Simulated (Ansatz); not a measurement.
# Response to strain in KCl

Consider KCl in the rock salt structure (space group Fm-3m, No. 225; a = 6.243 Å). Axes: x, y, z lie along the cube axes.

Strains are applied to the cell and any free atomic positions relax; under biaxial strain the out-of-plane vector relaxes too.

All numbers come from PBEsol (Ansatz, a program for electronic structure), scalar-relativistic without spin-orbit coupling.

Notes on the quantities. energy relative to the base: free energy F.

```csv
change,energy relative to the base,ratio −ε⊥/ε∥
base,0 meV/atom,–
"biaxial strain −3.00 %, plane normal [001], relaxed out of plane",+9.4 meV/atom,0.30
"biaxial strain −2.50 %, plane normal [001], relaxed out of plane",?,0.30
"biaxial strain −2.00 %, plane normal [001], relaxed out of plane",+4.0 meV/atom,0.30
"biaxial strain −0.50 %, plane normal [001], relaxed out of plane",+0.2 meV/atom,–
"biaxial strain +0.50 %, plane normal [001], relaxed out of plane",+0.2 meV/atom,–
"biaxial strain +1.00 %, plane normal [001], relaxed out of plane",+0.8 meV/atom,0.26
"biaxial strain +2.00 %, plane normal [001], relaxed out of plane",+3.2 meV/atom,0.27
"biaxial strain +2.50 %, plane normal [001], relaxed out of plane",+5.0 meV/atom,0.27
"biaxial strain +3.00 %, plane normal [001], relaxed out of plane",+7.0 meV/atom,0.27
```

What belongs in the blanks?


- biaxial strain −2.50 %, plane normal [001], relaxed out of plane, energy relative to the base: +6.4 meV/atom

Whether these cells are dynamically stable was not tested.
